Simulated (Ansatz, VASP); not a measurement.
## One calculation of H3Pt, two programs

The input INCAR:

```
PREC     = Accurate       # precision mode
ENCUT    = 520            # plane-wave cutoff, eV
EDIFF    = 1E-7           # SCF threshold, eV
ISMEAR   = 0              # smearing method
SIGMA    = 0.1            # smearing width, eV
LREAL    = False          # projectors in reciprocal space
LASPH    = True           # aspherical terms in the spheres
NELM     = 60             # most SCF steps
ALGO     = Normal         # electronic algorithm
ISIF     = 2              # what is computed and relaxed
LWAVE    = False          # write WAVECAR
LCHARG   = False          # write CHGCAR
GGA      = PE             # functional
NBANDS   = 14             # bands
```

The input KPOINTS:

```
regular mesh
0
Gamma
  6 6 6
```

Contents of POSCAR:

```
H3Pt
1.0
    3.1965116335      0.0000000000      0.0000000000
    0.0000000000      3.1965116335      0.0000000000
    0.0000000000      0.0000000000      3.1965116335
H Pt
3 1
Direct
    0.0000000000      0.5000000000      0.5000000000
    0.5000000000      0.0000000000      0.5000000000
    0.5000000000      0.5000000000      0.0000000000
    0.0000000000      0.0000000000      0.0000000000
```

Input for Ansatz:

```yaml
crystal:
  lattice:
    - [3.1965116335, 0.0, 0.0]
    - [0.0, 3.1965116335, 0.0]
    - [0.0, 0.0, 3.1965116335]
  atoms:
    - { symbol: H, position: [0.0, 0.5, 0.5] }
    - { symbol: H, position: [0.5, 0.0, 0.5] }
    - { symbol: H, position: [0.5, 0.5, 0.0] }
    - { symbol: Pt, position: [0.0, 0.0, 0.0] }
basis:
  ecutwfc: 420
kpoints:
  mp_grid: { grid: [6, 6, 6] }
hamiltonian:
  xc: pbe
scf:
  occupations: { method: gaussian, width: 0.1 }
  lower_state_search: "off"
output:
  forces: true
  stress: true
  eigenvalues: true
```

Alike in both runs: task single point; functional PBE; k mesh 6 × 6 × 6; occupations gaussian, width 0.1 eV; no spin polarisation.

|  | VASP | Ansatz |
| --- | --- | --- |
| version | VASP 6.6.1 | Ansatz 0.2.0 |
| potentials or method | VASP PAW PBE potentials, release 64 (H, Pt) | scalar-relativistic, plane waves, PAW |
| plane-wave cutoff (eV) | 520 | 420 |
| valence electrons in the cell | 13 | 21 |

```csv
,VASP,Ansatz,Ansatz less VASP
gap on the k mesh at the Fermi level (eV),none,none,-
pressure (GPa),-25.8,-25.5,+0.29
```

A gap of «none» marks a metal or a gap that the smearing closes. The two sets of potentials don't hold the same shells in valence.

Caveats: so large a pressure means that the cell lies far from this level's equilibrium, or that cutoff or potentials fall short (VASP). Spin-orbit coupling is left out, which matters for the levels of Pt.
